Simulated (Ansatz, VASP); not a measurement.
**Ba: VASP beside Ansatz**

The input INCAR:

```
SYSTEM = Ba
PREC = Accurate ; ENCUT = 520
EDIFF = 1E-6 ; ISMEAR = 1
SIGMA = 0.05 ; LREAL = .False.
LASPH = .True. ; NELM = 150
ALGO = Normal ; ISIF = 2
LWAVE = .False. ; LCHARG = .True.
ISPIN = 2 ; MAGMOM = 0.5
LORBIT = 11 ; GGA = PE
LELF = .True. ; LVHAR = .True.
NBANDS = 15
```

File KPOINTS:

```
regular mesh
0
Gamma
  8 8 8
  0 0 0
```

The input POSCAR:

```
Ba
1.0
   -2.5065000000      2.5065000000      2.5065000000
    2.5065000000     -2.5065000000      2.5065000000
    2.5065000000      2.5065000000     -2.5065000000
Ba
1
Direct
    0.0000000000      0.0000000000      0.0000000000
```

File input.yaml:

```yaml
crystal:
  lattice:
    - [-2.5065, 2.5065, 2.5065]
    - [2.5065, -2.5065, 2.5065]
    - [2.5065, 2.5065, -2.5065]
  atoms:
    - { symbol: Ba, position: [0.0, 0.0, 0.0], spin: 0.5 }
kpoints:
  mp_grid: { grid: [8, 8, 8] }
scf:
  occupations: { method: cold, width: 0.05 }
hamiltonian:
  xc: pbe
  pseudopotentials:
    kind: all_electron
    lapw: { basis_error: 0.001 }
    relativity: none
magnetization:
  spin_polarized: true
output:
  forces: true
  stress: true
  eigenvalues: true
```

Alike in both runs: task single point; functional PBE; k mesh 8 × 8 × 8; collinear spin.

|  | VASP | Ansatz |
| --- | --- | --- |
| version | VASP 6.6.1 | Ansatz 0.2.0 |
| potentials or method | VASP PAW PBE potentials, release 64 (Ba_sv) | all-electron LAPW, non-relativistic |
| plane-wave cutoff (eV) | 520 | see its input |
| occupations | methfessel-paxton of order 1, width 0.05 eV | cold, width 0.05 eV |

|  | VASP | Ansatz | Ansatz less VASP |
| --- | --- | --- | --- |
| gap on the k mesh at the Fermi level (eV) | none | none | - |
| pressure (GPa) | 0.1 | -0.1 | -0.21 |
| net moment per atom (μB) | 0.01 | 0.00 | -0.015 |

A gap of «none» marks a metal or a gap that the smearing closes. Ansatz ran all-electron here, so the differences hold the error of VASP's frozen core and of both bases.

Caveats: relativity is left out, which matters for the heavier elements (Ansatz); the starting moments weren't kept (Ansatz). The runs have no spin-orbit coupling, so splittings on Ba are missing.
